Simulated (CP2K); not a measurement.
Pb under changes of volume

One of the cells (31.034 Å³/atom); the others are scaled copies at fixed shape and fractional positions:

```
Pb
1.0
     3.42887    0.00000    0.00000
    -1.14296    3.23277    0.00000
    -1.14296   -1.61639    2.79966
Pb
1
Direct
  0.00000 0.00000 0.00000
```

This isn't the form of Pb at room conditions, which is fcc.

| Item | Value |
| --- | --- |
| Program | CP2K 2026.2 |
| Functional | LDA |
| Potentials or basis | GTH_POTENTIALS Pb GTH-PADE-q4; TZVP-MOLOPT-PBE-GTH basis |
| Density cutoff | 6123 eV |
| k mesh | 9 × 9 × 9 |
| Occupations | fermi-dirac, width 0.05 eV |
| Spin | no spin polarisation |

```csv
volume (Å³/atom),energy over the lowest point (meV/atom),pressure (GPa)
29.172,0.00,-2.1
29.792,?,?
30.413,22.67,-3.7
31.034,38.58,-4.3
31.654,57.00,-4.9
32.275,77.52,-5.4
32.896,99.77,-5.8
```

Task: What does the run at 29.792 Å³/atom give?

Result: Energy over the lowest point 9.68 meV/atom; pressure -2.9 GPa.

Worked out: A Birch-Murnaghan fit of order 3 (a polynomial in V^(-2/3)) to the other rows has no minimum within the range. It gives 9.61 meV/atom at 29.792 Å³/atom, against the run's 9.68, and -dE/dV = -2.9 GPa, against -2.9.

Energies are extrapolated to zero smearing.

Caveats: the basis of atomic orbitals isn't converged, which shifts pressures, moduli and gaps.
